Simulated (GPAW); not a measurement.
Sc:

```xyz
1
Lattice="3.2020 0.0000 0.0000 1.5021 2.8441 0.0000 1.5490 0.9264 2.6742" Properties=species:S:1:pos:R:3 pbc="T T T"
Sc    0.0000    0.0000    0.0000
```

This isn't the form of Sc at room conditions, which is hcp.

| Quantity | Value |
| --- | --- |
| Program | GPAW 26.7.0 |
| Task | single point |
| Functional | PBE |
| Potentials or basis | GPAW PAW data sets (gpaw-data 1.2.1) |
| Cutoff | 600 eV |
| Basis | pw |
| k mesh | 10 × 10 × 10 |
| Occupations | fermi-dirac, width 0.05 eV |
| Spin | no spin polarisation |

On this cell: pressure 0.7 GPa; band gap on the k mesh none (metal or under the smearing width).

The same run follows on a disturbed copy (cell strained at random at fixed volume):

```
Sc
1.0
     3.15963    0.00060   -0.02898
     1.48278    2.79319    0.06735
     1.50448    0.98616    2.77450
Sc
1
Cartesian
  0.0171 -0.0196 -0.0365
```

What does the disturbed cell give?

The energy (extrapolated to zero smearing) moves by +12.9 meV/atom; pressure 0.7 GPa; band gap on the k mesh none (metal or under the smearing width).

Stress tensor (GPa, compression positive):
```
 2.13  1.16  0.73
 1.16  2.04 -0.70
 0.73 -0.70 -1.96
```
